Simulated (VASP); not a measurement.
# BN (Qingsongite) (F-43m) in VASP: further runs

The runs below take BN (Qingsongite) through single point, relaxation of cell and atoms, with r2SCAN.

All numbers are computed with VASP 6.6.1; they aren't measurements. Logs are shortened: lines on timing, memory, paths and dates and some standing lists are left out, and cuts for length are marked.

**Experimental background.**

A printed reference work, monograph reports, for a bulk crystal of BN at 300 K: band gap 6.4 eV (indirect).

The results are compared with them further down.

## Step 1: The cell of the first run

It takes space group F-43m (No. 216, cubic). The conventional cell has a = 3.610 Å, b = 3.610 Å, c = 3.610 Å, α = 90.00°, β = 90.00°, γ = 90.00°. B (site symmetry -43m) has 4 N at 1.56 Å within 2.1 Å. N (site symmetry -43m) has 4 B at 1.56 Å within 2.1 Å.

## Step 2: Single point, r2SCAN

The input, POSCAR:

```
BN
1.0
    0.0000000000      1.8048715864      1.8048715864
    1.8048715864      0.0000000000      1.8048715864
    1.8048715864      1.8048715864      0.0000000000
B N
1 1
Direct
    0.0000000000      0.0000000000      0.0000000000
    0.2500000000      0.2500000000      0.2500000000
```

The input, INCAR.step1:

```
SYSTEM = BN
ALGO = Normal ; EDIFF = 1E-5
ENCUT = 660 ; GGA = PE
GGA_COMPAT = .FALSE. ; ISMEAR = 0
LASPH = .TRUE. ; LCHARG = .FALSE.
LREAL = .FALSE. ; LWAVE = .TRUE.
NBANDS = 11 ; NELM = 120
PREC = Accurate ; SIGMA = 0.01
```

The input, INCAR.step2:

```
SYSTEM = BN
ALGO = Normal ; EDIFF = 1E-6
ENCUT = 660 ; GGA_COMPAT = .FALSE.
ISIF = 2 ; ISMEAR = 0
ISTART = 1 ; LASPH = .TRUE.
LCHARG = .FALSE. ; LMIXTAU = .TRUE.
LREAL = .FALSE. ; LWAVE = .FALSE.
METAGGA = R2SCAN ; NBANDS = 11
NELM = 120 ; PREC = Accurate
SIGMA = 0.01
```

The input, KPOINTS:

```
k-points
0
G
  7 7 7
  0 0 0
```

Potentials or basis: VASP PAW PBE potentials, release 64 (B, N).

Command:

```
$ cat potpaw_PBE.64/B/POTCAR potpaw_PBE.64/N/POTCAR > POTCAR
$ cp INCAR.step1 INCAR
$ mpirun -np 1 vasp_std > vasp.out
$ cp INCAR.step2 INCAR
$ mpirun -np 1 vasp_std > vasp.out
```

OUTCAR:

```text
SYSTEM = BN
   EDIFF = 1E-6
   ENCUT = 660
   ISIF = 2
   ISMEAR = 0
   ISTART = 1
   LASPH = .TRUE.
   LREAL = .FALSE.
   METAGGA = R2SCAN
   NELM = 120
   PREC = Accurate

 ion  position               nearest neighbor table
   1  0.000  0.000  0.000-   2 1.56   2 1.56   2 1.56   2 1.56
   2  0.250  0.250  0.250-   1 1.56   1 1.56   1 1.56   1 1.56

  LATTYP: Found a face centered cubic cell.
 ALAT       =     3.6097431728

  Lattice vectors:

 A1 = (   0.0000000000,   1.8048715864,   1.8048715864)
 A2 = (   1.8048715864,   0.0000000000,   1.8048715864)
 A3 = (   1.8048715864,   1.8048715864,   0.0000000000)

Analysis of symmetry for initial positions (statically):
=====================================================================
 Subroutine PRICEL returns:
 Original cell was already a primitive cell.

 Routine SETGRP: Setting up the symmetry group for a
 face centered cubic supercell.

 Subroutine GETGRP returns: Found 24 space group operations
 (whereof 24 operations were pure point group operations)
 out of a pool of 48 trial point group operations.

The static configuration has the point symmetry T_d .

Analysis of symmetry for dynamics (positions and initial velocities):
=====================================================================
 Subroutine PRICEL returns:
 Original cell was already a primitive cell.

 Routine SETGRP: Setting up the symmetry group for a
 face centered cubic supercell.

 Subroutine GETGRP returns: Found 24 space group operations
 (whereof 24 operations were pure point group operations)
 out of a pool of 48 trial point group operations.

The dynamic configuration has the point symmetry T_d .

 Subroutine INISYM returns: Found 24 space group operations
 (whereof 24 operations are pure point group operations),
 and found     1 'primitive' translations

----------------------------------------------------------------------------------------

                                     Primitive cell

  volume of cell :      11.7590

  direct lattice vectors                    reciprocal lattice vectors
     0.000000000  1.804871586  1.804871586    -0.277028019  0.277028019  0.277028019
     1.804871586  0.000000000  1.804871586     0.277028019 -0.277028019  0.277028019
     1.804871586  1.804871586  0.000000000     0.277028019  0.277028019 -0.277028019

  length of vectors
     2.552473876  2.552473876  2.552473876     0.479826604  0.479826604  0.479826604

  position of ions in fractional coordinates (direct lattice)
     0.000000000  0.000000000  0.000000000
     0.250000000  0.250000000  0.250000000

  ion indices of the primitive-cell ions
   primitive index   ion index
                 1           1
                 2           2

----------------------------------------------------------------------------------------

 KPOINTS: k-points

Automatic generation of k-mesh.
 Grid dimensions read from file:
 generate k-points for:    7    7    7

 Generating k-lattice:

  Cartesian coordinates                     Fractional coordinates (reciprocal lattice)
    -0.039575431  0.039575431  0.039575431     0.142857143  0.000000000  0.000000000
     0.039575431 -0.039575431  0.039575431     0.000000000  0.142857143  0.000000000
     0.039575431  0.039575431 -0.039575431     0.000000000  0.000000000  0.142857143

  Length of vectors
     0.068546658  0.068546658  0.068546658

  Shift w.r.t. Gamma in fractional coordinates (k-lattice)
     0.000000000  0.000000000  0.000000000

 Subroutine IBZKPT returns following result:
 ===========================================

 Found     20 irreducible k-points:

 Following reciprocal coordinates:
            Coordinates               Weight
  0.000000  0.000000  0.000000      1.000000
  0.142857  0.000000  0.000000      8.000000
  0.285714  0.000000  0.000000      8.000000
  0.428571  0.000000  0.000000      8.000000
  0.142857  0.142857  0.000000      6.000000
  0.285714  0.142857  0.000000     24.000000
[... 12 lines left out ...]
 -0.428571  0.428571  0.142857     24.000000
 -0.285714  0.428571  0.142857     24.000000
   k-points           NKPTS =     20   k-points in BZ     NKDIM =     20   number of bands    NBANDS=     11
   number of dos      NEDOS =    301   number of ions     NIONS =      2
   total plane-waves  NPLWV =  13824
   dimension x,y,z NGX =    24 NGY =   24 NGZ =   24
   dimension x,y,z NGXF=    48 NGYF=   48 NGZF=   48
   ions per type =               1   1
   NGX,Y,Z   is equivalent  to a cutoff of  15.63, 15.63, 15.63 a.u.
   NGXF,Y,Z  is equivalent  to a cutoff of  31.26, 31.26, 31.26 a.u.
 SYSTEM =  BN
   PREC   = accura    normal or accurate (medium, high low for compatibility)
   ISTART =      1    job   : 0-new  1-cont  2-samecut
   ICHARG =      0    charge: 1-file 2-atom 10-const
   ISPIN  =      1    spin polarized calculation?
   LNONCOLLINEAR =      F non collinear calculations
   LSORBIT =      F    spin-orbit coupling
   LASPH  =      T    aspherical Exc in radial PAW
   ENCUT  =  660.0 eV  48.51 Ry    6.96 a.u.   5.35  5.35  5.35*2*pi/ulx,y,z
   NELM   =    120;   NELMIN=  2; NELMDL=  0     # of ELM steps
   EDIFF  = 0.1E-05   stopping-criterion for ELM
   LREAL  =      F    real-space projection
   EDIFFG = 0.1E-04   stopping-criterion for IOM
   NSW    =      0    number of steps for IOM
   IBRION =     -1    ionic relax: 0-MD 1-quasi-New 2-CG
   NFREE  =      0    steps in history (QN), initial steepest desc. (CG)
   ISIF   =      2    stress and relaxation
   ISYM   =      2    0-nonsym 1-usesym 2-fastsym
   POTIM  = 0.5000    time-step for ionic-motion
   TEBEG  =    0.0;   TEEND  =   0.0 temperature during run
   PSTRESS=    0.0 pullay stress
   NELECT =       8.0000    total number of electrons
   NUPDOWN=      -1.0000    fix difference up-down
   EMIN   =  10.00;   EMAX   =-10.00  energy-range for DOS
   EFERMI =   0.00;   METHOD = LEGACY
   ISMEAR =     0;   SIGMA  =   0.01  broadening in eV -4-tet -1-fermi 0-gaus
   EFERMI_NEDOS =   21; number of points for ismear=-14 and -15
   IALGO  =     38    algorithm
   IMIX   =      4    mixing-type and parameters
     AMIX     =   0.40;   BMIX     =  1.00
     AMIX_MAG =   1.60;   BMIX_MAG =  1.00
  volume/ion in A,a.u.               =       5.88        39.68
  Fermi-wavevector in a.u.,A,eV,Ry     =   1.439843  2.720909 28.206895  2.073148
  Thomas-Fermi vector in A             =   2.558654
   LORBIT       =      0    0 simple, 1 ext, 2 COOP (PROOUT), +10 PAW based schemes
   METAGGA = R2SCAN    functional components
   LHFCALC =     F    Hartree Fock is set to
   AEXX    =    0.0000 exact exchange contribution
   IVDW    =     0    specifies the selected vdW correction
   LEPSILON=     F    determine dielectric tensor
   LRPA    =     F    only Hartree local field effects (RPA)
 non-spin polarized calculation
 Gauss-broadening in eV      SIGMA  =   0.01
  energy-cutoff  :      660.00
  volume of cell :       11.76
 maximum number of plane-waves:       461
 NGX is ok and might be reduce to    24
   NGX = 11   NGY = 11   NGZ = 11

 number of electron       8.0000000 magnetization

 Free energy of the ion-electron system (eV)
  ---------------------------------------------------
  ext. energy  EPLUGINS =         0.00000000
  ---------------------------------------------------
  free energy    TOTEN  =       -19.17378039 eV

  energy without entropy =      -19.17378039  energy(sigma->0) =      -19.17378039

 E-fermi :   7.4927     XC(G=0): -13.6689

 val. band max:        7.2961338197   @ k =   0.0000   0.0000   0.0000
 cond. band min:      12.5428216895   @ k =   0.4286   0.4286   0.0000
 fundamental gap:      5.2466878698
 Fermi energy:         7.4927196234

 k-point     1 :       0.0000    0.0000    0.0000
  band No.  band energies     occupation
      1     -14.0457      2.00000
      2       7.2961      2.00000
      3       7.2961      2.00000
      4       7.2961      2.00000
      5      16.8433      0.00000
      6      16.8433      0.00000
      7      16.8433      0.00000
      8      18.4349      0.00000
      9      33.5152      0.00000
     10      36.0911      0.00000
     11      36.0911      0.00000

 k-point     2 :       0.1429    0.0000    0.0000
  band No.  band energies     occupation
      1     -13.5332      2.00000
      2       4.8367      2.00000
      3       6.7985      2.00000
      4       6.7985      2.00000
      5      17.3046      0.00000
      6      17.5966      0.00000
      7      17.5966      0.00000
      8      20.0029      0.00000
      9      32.7092      0.00000
     10      32.7092      0.00000
     11      32.9138      0.00000

 k-point     3 :       0.2857    0.0000    0.0000
  band No.  band energies     occupation
      1     -12.0717      2.00000
      2       0.4603      2.00000
      3       5.9134      2.00000
      4       5.9134      2.00000
      5      17.7926      0.00000
      6      18.6176      0.00000
      7      18.6176      0.00000
      8      22.4054      0.00000
      9      32.0027      0.00000
     10      32.2084      0.00000
     11      32.2084      0.00000

 k-point     4 :       0.4286    0.0000    0.0000
  band No.  band energies     occupation
      1     -10.1658      2.00000
      2      -3.1678      2.00000
      3       5.3476      2.00000
      4       5.3476      2.00000
      5      18.1005      0.00000
      6      18.8000      0.00000
      7      18.8000      0.00000
      8      23.6057      0.00000
      9      32.1142      0.00000
     10      34.8278      0.00000
     11      34.8278      0.00000
[... 183 lines left out ...]
 k-point    18 :      -0.4286    0.2857    0.1429
  band No.  band energies     occupation
      1      -9.1708      2.00000
      2      -1.9897      2.00000
      3       1.6821      2.00000
      4       3.4641      2.00000
      5      17.4911      0.00000
      6      19.5993      0.00000
      7      22.6623      0.00000
      8      24.1005      0.00000
      9      27.8515      0.00000
     10      34.2115      0.00000
     11      36.6659      0.00000

 k-point    19 :      -0.4286    0.4286    0.1429
  band No.  band energies     occupation
      1      -8.6000      2.00000
      2      -1.1979      2.00000
      3       1.2376      2.00000
      4       1.6935      2.00000
      5      15.1838      0.00000
      6      19.5159      0.00000
      7      23.3342      0.00000
      8      25.8529      0.00000
      9      28.3441      0.00000
     10      34.9559      0.00000
     11      39.2913      0.00000

 k-point    20 :      -0.2857    0.4286    0.1429
  band No.  band energies     occupation
      1      -8.1888      2.00000
      2      -1.0070      2.00000
      3      -0.4588      2.00000
      4       2.0108      2.00000
      5      16.8486      0.00000
      6      21.3924      0.00000
      7      22.9252      0.00000
      8      24.3222      0.00000
      9      27.2669      0.00000
     10      34.5373      0.00000
     11      37.2550      0.00000

------------------------ aborting loop because EDIFF is reached ----------------------------------------

  FORCE on cell =-STRESS in cart. coord.  units (eV):
  Direction    XX          YY          ZZ          XY          YZ          ZX
  --------------------------------------------------------------------------------------
  -------------------------------------------------------------------------------------
  Total        0.0873996      0.0873996      0.0873996      0.0000000      0.0000000      0.0000000
  in kB       11.9083323     11.9083323     11.9083323      0.0000000      0.0000000      0.0000000
  external PRESSURE =      11.9083323 kB  Pullay stress =       0.0000000 kB

 VOLUME and BASIS-vectors are now :
 -----------------------------------------------------------------------------
  energy-cutoff  :      660.00
  volume of cell :       11.76
      direct lattice vectors                 reciprocal lattice vectors
     0.000000000  1.804871586  1.804871586    -0.277028019  0.277028019  0.277028019
     1.804871586  0.000000000  1.804871586     0.277028019 -0.277028019  0.277028019
     1.804871586  1.804871586  0.000000000     0.277028019  0.277028019 -0.277028019

 POSITION                                       TOTAL-FORCE (eV/Angst)
 -----------------------------------------------------------------------------------
      0.00000      0.00000      0.00000         0.000000     -0.000000     -0.000000
      0.90244      0.90244      0.90244        -0.000000      0.000000      0.000000
 -----------------------------------------------------------------------------------
    total drift:                                0.000000      0.000000      0.000000

  FREE ENERGIE OF THE ION-ELECTRON SYSTEM (eV)
  ---------------------------------------------------
  free  energy   TOTEN  =       -19.1737803887 eV

  energy  without entropy=      -19.1737803887  energy(sigma->0) =      -19.17378039
```

Run time: 26 s. Hardware: 1 thread of Intel Xeon 8259CL, shared host; peak memory 0.14 GiB.

Results:

```
Free energy            : -19.1738 eV
Pressure               : 1.2 GPa
Band gap on the k mesh : 5.25 eV, indirect (least direct gap 9.55 eV)
```

Caveat: the k points lie up to 0.43 Å⁻¹ apart; the PAW data sets were made with another functional, which shifts forces and pressure a little.

## Step 3: Single point, r2SCAN

POSCAR is that of step 2.

The input, INCAR.step1:

```
SYSTEM = BN
ALGO     = Normal         ! electronic algorithm
EDIFF    = 1E-5           ! SCF threshold, eV
ENCUT    = 660            ! plane-wave cutoff, eV
GGA      = PE             ! functional
GGA_COMPAT= .FALSE.      
ISMEAR   = 0              ! smearing method
LASPH    = .TRUE.         ! aspherical terms in the spheres
LCHARG   = .FALSE.        ! write CHGCAR
LREAL    = .FALSE.        ! projectors in reciprocal space
LWAVE    = .TRUE.         ! write WAVECAR
NBANDS   = 11             ! bands
NELM     = 120            ! most SCF steps
PREC     = Accurate       ! precision mode
SIGMA    = 0.01           ! smearing width, eV
```

The input, INCAR.step2:

```
SYSTEM = BN
ALGO     = Normal         ! electronic algorithm
EDIFF    = 1E-6           ! SCF threshold, eV
ENCUT    = 660            ! plane-wave cutoff, eV
GGA_COMPAT= .FALSE.      
ISIF     = 2              ! what is computed and relaxed
ISMEAR   = 0              ! smearing method
ISTART   = 1            
LASPH    = .TRUE.         ! aspherical terms in the spheres
LCHARG   = .FALSE.        ! write CHGCAR
LMIXTAU  = .TRUE.       
LREAL    = .FALSE.        ! projectors in reciprocal space
LWAVE    = .FALSE.        ! write WAVECAR
METAGGA  = R2SCAN         ! meta-GGA
NBANDS   = 11             ! bands
NELM     = 120            ! most SCF steps
PREC     = Accurate       ! precision mode
SIGMA    = 0.01           ! smearing width, eV
```

The input, KPOINTS:

```
k-points
0
G
  9 9 9
  0 0 0
```

Potentials or basis: VASP PAW PBE potentials, release 64 (B, N).

Command:

```
$ cat potpaw_PBE.64/B/POTCAR potpaw_PBE.64/N/POTCAR > POTCAR
$ cp INCAR.step1 INCAR
$ mpirun -np 1 vasp_std > vasp.out
$ cp INCAR.step2 INCAR
$ mpirun -np 1 vasp_std > vasp.out
```

Run time: 38 s. Hardware: 1 thread of Intel Xeon 8259CL, shared host; peak memory 0.14 GiB.

The run converged. Its results:

```
Free energy            : -19.1747 eV
Pressure               : 1.2 GPa
Band gap on the k mesh : 5.14 eV, indirect (least direct gap 9.55 eV)
```

Levels at points of the mesh, in eV from the valence-band top:
| k point | band 1 | band 2 | band 3 | band 4 | band 5 | band 6 | band 7 | band 8 |
| --- | --- | --- | --- | --- | --- | --- | --- | --- |
| (0.00, 0.00, 0.00) | -21.34 | 0.00 | 0.00 | 0.00 | 9.55 | 9.55 | 9.55 | 11.14 |

Caveat: the PAW data sets were made with another functional, which shifts forces and pressure a little.

(Continued in part 2 of 2.)
